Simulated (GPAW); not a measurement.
## free-standing square Cr monolayer, spacing 2.867 A: which magnetic order is lowest

Aim: find out whether free-standing square Cr monolayer, spacing 2.867 A carries moments, and which collinear order costs least.

Calculated with GPAW 26.7.0; revPBE; plane waves with GPAW's PAW setups, scalar-relativistic.

Most raw output is cut from this account.

## Step 1: Starting point

The cell holds 1 atom: 1 Cr. Its edges and angles: a = 2.867 Å, b = 2.867 Å, c = 14.000 Å, α = 90.0°, β = 90.0°, γ = 90.0°. model lattice. Vacuum lies along c.

As a file:

```
Cr
1.0
     2.86700    0.00000    0.00000
     0.00000    2.86700    0.00000
     0.00000    0.00000   14.00000
Cr
1
Direct
  0.00000 0.00000 0.50000
```

## Step 2: Run 1 (ferro +)

The parallel start comes first: it fits the smallest cell, keeps the most symmetry and shows whether parallel moments form.

The input, order1.py:

```python
import json
import numpy as np
from ase import Atoms
from ase.parallel import paropen, parprint
from gpaw import GPAW

atoms = Atoms(['Cr'],
    cell=[[2.867, 0.0, 0.0],
         [0.0, 2.867, 0.0],
         [0.0, 0.0, 14.0]],
    scaled_positions=[[0.0, 0.0, 0.5]],
    pbc=True,
    magmoms=[2.5])
atoms.calc = GPAW(mode={'name': 'pw', 'ecut': 550},
    xc='revPBE',
    kpts={'size': (10, 10, 1), 'gamma': True},
    occupations={'name': 'fermi-dirac', 'width': 0.05},
    convergence={'density': 1e-06, 'energy': 1e-05},
    maxiter=200,
    mixer={'name': 'pulay', 'beta': 0.05, 'nmaxold': 5, 'weight': 100},
    symmetry={'tolerance': 1e-4},
    txt='order1.txt')
e = atoms.get_potential_energy(force_consistent=True)
res = {'free_energy': e, 'energy_sigma0': atoms.get_potential_energy(), 'fermi_energy': atoms.calc.get_fermi_level()}
res['moments'] = atoms.get_magnetic_moments().tolist()
res['total'] = atoms.get_magnetic_moment()
parprint('site moments (muB):', np.round(res['moments'], 3))
parprint(f"total moment: {res['total']:.3f} muB")
parprint(f'free energy: {e:.6f} eV')
atoms.calc.write('order1.gpw')
with paropen('results.json', 'w') as f:
    json.dump(res, f)
```

Launch:

```sh
> OMP_NUM_THREADS=1 python3 order1.py > order1.log
```

Run time: 29 s. Hardware: 1 MPI rank of AMD EPYC 9R45, shared host; peak memory 0.2 GiB.

Read from the output:

```yaml
magnetization: 5.034 μB
final_state: ferromagnetic
largest_moment: 3.902 μB
```

After 71 cycles the largest moment stands at 3.90 μB.

## Step 3: Order 2, typed as antiferro q=(0,1/2,0) +-

Another pattern of signs weighs the neighbour shells otherwise.

The cell is doubled to 2 atoms to hold this order. Its mesh is chosen so that both cells sample the same points.

order2.py is the script of step 2 with these lines changed:

```diff
@@ -6,12 +6,13 @@
 
-atoms = Atoms(['Cr'],
+atoms = Atoms(['Cr', 'Cr'],
     cell=[[2.867, 0.0, 0.0],
-         [0.0, 2.867, 0.0],
+         [0.0, 5.734, 0.0],
          [0.0, 0.0, 14.0]],
-    scaled_positions=[[0.0, 0.0, 0.5]],
+    scaled_positions=[[0.0, 0.0, 0.5],
+         [0.0, 0.5, 0.5]],
     pbc=True,
-    magmoms=[2.5])
+    magmoms=[2.5, -2.5])
 atoms.calc = GPAW(mode={'name': 'pw', 'ecut': 550},
     xc='revPBE',
-    kpts={'size': (10, 10, 1), 'gamma': True},
+    kpts={'size': (10, 5, 1), 'gamma': True},
     occupations={'name': 'fermi-dirac', 'width': 0.05},
@@ -21,3 +22,3 @@
     symmetry={'tolerance': 1e-4},
-    txt='order1.txt')
+    txt='order2.txt')
 e = atoms.get_potential_energy(force_consistent=True)
@@ -29,3 +30,3 @@
 parprint(f'free energy: {e:.6f} eV')
-atoms.calc.write('order1.gpw')
+atoms.calc.write('order2.gpw')
 with paropen('results.json', 'w') as f:
```

Launch:

```sh
> OMP_NUM_THREADS=1 python3 order2.py > order2.log
```

Wall time 40 s (1 MPI rank); peak memory 0.28 GiB.

Numbers from this step:

| Property | Result |
| --- | --- |
| magnetization | 0 μB |
| final state | antiferromagnetic |
| largest moment | 3.800 μB |

It lies 339 meV a seeded atom under the first start, and its largest moment is 3.80 μB against 3.90 μB.

## Step 4: Run 3 (antiferro q=(1/2,1/2,0) +-)

An opposed order shows whether the pairs that it reverses prefer unlike signs.

The cell is doubled to 2 atoms to hold this order. Its mesh is chosen so that both cells sample the same points.

order3.py is the script of step 3 with these lines changed:

```diff
@@ -7,7 +7,7 @@
 atoms = Atoms(['Cr', 'Cr'],
-    cell=[[2.867, 0.0, 0.0],
-         [0.0, 5.734, 0.0],
+    cell=[[5.734, 0.0, 0.0],
+         [2.867, 2.867, 0.0],
          [0.0, 0.0, 14.0]],
     scaled_positions=[[0.0, 0.0, 0.5],
-         [0.0, 0.5, 0.5]],
+         [0.5, 0.0, 0.5]],
     pbc=True,
@@ -16,3 +16,3 @@
     xc='revPBE',
-    kpts={'size': (10, 5, 1), 'gamma': True},
+    kpts={'size': (5, 10, 1), 'gamma': True},
     occupations={'name': 'fermi-dirac', 'width': 0.05},
@@ -22,3 +22,3 @@
     symmetry={'tolerance': 1e-4},
-    txt='order2.txt')
+    txt='order3.txt')
 e = atoms.get_potential_energy(force_consistent=True)
@@ -30,3 +30,3 @@
 parprint(f'free energy: {e:.6f} eV')
-atoms.calc.write('order2.gpw')
+atoms.calc.write('order3.gpw')
 with paropen('results.json', 'w') as f:
```

Launch:

```sh
> OMP_NUM_THREADS=1 python3 order3.py > order3.log
```

Wall time 74 s (1 MPI rank); peak memory 0.36 GiB.

Spin moment in the augmentation sphere by atom:

```tsv
atom	spin moment in the augmentation sphere (μB)
Cr1	3.68
Cr2	-3.68
```

Numbers from this step:

```
magnetization : 0 μB
final state   : antiferromagnetic
```

It lies 437 meV a seeded atom under the first start, and its largest moment is 3.68 μB against 3.90 μB.

## Step 5: Start 4: no spin polarisation

This run holds no moments, which gives a state to set the others against.

The input, nospin.py:

```python
import json
import numpy as np
from ase import Atoms
from ase.parallel import paropen, parprint
from gpaw import GPAW

atoms = Atoms(['Cr'],
    cell=[[2.867, 0.0, 0.0],
         [0.0, 2.867, 0.0],
         [0.0, 0.0, 14.0]],
    scaled_positions=[[0.0, 0.0, 0.5]],
    pbc=True)
atoms.calc = GPAW(mode={'name': 'pw', 'ecut': 550},
    xc='revPBE',
    kpts={'size': (10, 10, 1), 'gamma': True},
    occupations={'name': 'fermi-dirac', 'width': 0.05},
    convergence={'density': 1e-06, 'energy': 1e-05},
    maxiter=200,
    mixer={'name': 'pulay', 'beta': 0.05, 'nmaxold': 5, 'weight': 100},
    symmetry={'tolerance': 1e-4},
    txt='nospin.txt')
e = atoms.get_potential_energy(force_consistent=True)
res = {'free_energy': e, 'energy_sigma0': atoms.get_potential_energy(), 'fermi_energy': atoms.calc.get_fermi_level()}
parprint(f'free energy: {e:.6f} eV')
atoms.calc.write('nospin.gpw')
with paropen('results.json', 'w') as f:
    json.dump(res, f)
```

Launch:

```sh
> OMP_NUM_THREADS=1 python3 nospin.py > nospin.log
```

Wall time 7.8 s (1 MPI rank); peak memory 0.17 GiB.

This step gave:

```yaml
final_state: non-magnetic (no spin polarisation)
```

It lies 1727 meV a seeded atom over the first start.

## Step 6: Another try

A slip in the input shows what the program catches and what it lets pass.

The input, run.py:

```python
import json
import numpy as np
from ase import Atoms
from ase.parallel import paropen, parprint
from gpaw import GPAW

atoms = Atoms(['Cr'],
    cell=[[2.867, 0.0, 0.0],
         [0.0, 2.867, 0.0],
         [0.0, 0.0, 14.0]],
    scaled_positions=[[0.0, 0.0, 0.5]],
    pbc=True,
    magmoms=[2.5])
atoms.calc = GPAW(mode={'name': 'pw', 'ecut': 550},
    xc='revPBE',
    kpts={'size': (1, 1, 1), 'gamma': True},
    occupations={'name': 'fermi-dirac', 'width': 0.05},
    convergence={'density': 1e-06, 'energy': 1e-05},
    maxiter=75,
    mixer={'name': 'pulay', 'beta': 0.05, 'nmaxold': 5, 'weight': 100},
    symmetry={'tolerance': 1e-4},
    txt='run.txt')
e = atoms.get_potential_energy(force_consistent=True)
res = {'free_energy': e, 'energy_sigma0': atoms.get_potential_energy(), 'fermi_energy': atoms.calc.get_fermi_level()}
res['moments'] = atoms.get_magnetic_moments().tolist()
res['total'] = atoms.get_magnetic_moment()
parprint('site moments (muB):', np.round(res['moments'], 3))
parprint(f"total moment: {res['total']:.3f} muB")
parprint(f'free energy: {e:.6f} eV')
atoms.calc.write('run.gpw')
with paropen('results.json', 'w') as f:
    json.dump(res, f)
```

Launch:

```sh
> OMP_NUM_THREADS=1 python3 run.py > run.log
```

Elapsed: 6.3 s, on 1 MPI rank; peak memory 0.16 GiB.

Convergence was reached, yet the input spoils the result.

The fault in the input: one k-point for a small cell.

The largest moment is 3.47 μB against 3.90 μB in the first run, and the free energy lies -4.07 eV from it.

A single point can't sample the zone of a small cell; the mesh must follow the cell's size.

## Step 7: The states side by side

These are free energies at a smearing of 0.05 eV, so its entropy term is in the differences. They are divided by the number of seeded atoms, so that cells of unlike size compare. Wavevectors q in the names are fractions of the reciprocal vectors of the first run's cell.

Orders:

```tsv
start	final state	typed order kept	energy over the lowest (meV a seeded atom)	largest site moment (μB)	net moment (μB a primitive cell)	mesh matched	CPU time (s)
ferro +	ferromagnetic	yes	436.6	3.902	5.034	yes	28.61
antiferro q=(0,1/2,0) +-	antiferromagnetic	yes	97.39	3.8	0	yes	40
antiferro q=(1/2,1/2,0) +-	antiferromagnetic	yes	0	3.682	0	yes	73.76
no spin polarisation	non-magnetic	-	2163	0	0	yes	7.7
```

## Step 8: Summary of results

| Item | Value |
| --- | --- |
| lowest state found | antiferromagnetic (typed antiferro q=(1/2,1/2,0) +-) |
| largest site moment | 3.68 μB |
| next state | antiferromagnetic, 97.4 meV a seeded atom higher |
| energy gained by spin polarisation | 2163 meV a seeded atom |

**Reading.** The lowest state found is antiferromagnetic, reached from the start antiferro q=(1/2,1/2,0) +-, with moments up to 3.68 μB. The next state costs 97 meV a seeded atom. This is the lowest of 4 finished starts, no proof of the ground state.

[Logs and program files are shortened in this print: banners, set-up blocks, solver, clock and traceback lines can be left out without a mark of their own.]

[Logs are printed without paths, hosts, clocks, repeated set-up lines and the standing remarks that a program may print on its own settings, such as how far it seeks lower states.]

[Hosts, paths, dates, database ids (printed as entryN), source tags and the programs' standing remarks are cut or masked in the printed files.]

[Where a cell is said to come from a database of computed structures, the database is the Materials Project.]
